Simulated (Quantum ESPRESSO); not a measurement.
# SrCl2: zone-centre phonons and dielectric response under several settings

```xyz
3
Lattice="0.0000 3.4884 3.4884 3.4884 0.0000 3.4884 3.4884 3.4884 0.0000" Properties=species:S:1:pos:R:3 pbc="T T T"
Sr    0.0000    0.0000    0.0000
Cl    5.2325    5.2325    5.2325
Cl    1.7442    1.7442    1.7442
```

All runs used Quantum ESPRESSO 7.5; k mesh 4 × 4 × 4, shifted; relaxed cell; no spin polarisation; occupations smeared at first, fixed for the response.

```tsv
level	potentials	cutoff (eV)	volume (Å³/atom)	lowest optical mode without the field (cm⁻¹)	highest optical mode without the field (cm⁻¹)	highest mode with the field (cm⁻¹)	ε∞ (mean)	ε0 (mean)	Born charge of atom 1 (e)
PBE	SG15 PBE 1.2	925	29.09	126	172	217	2.87	8.5	2.50
LDA	GBRV 1.5 LDA	612	?	?	?	?	?	?	?
```

What stands in the row left open?

Volume 26.19 Å³/atom; lowest optical mode without the field 155 cm⁻¹; highest optical mode without the field 192 cm⁻¹; highest mode with the field 236 cm⁻¹; ε∞ 3.13; ε0 7.2; Born charge of atom 1 2.49 e.

Caveats: this potential file gives levels or pressures that part from those of other sets (some runs).
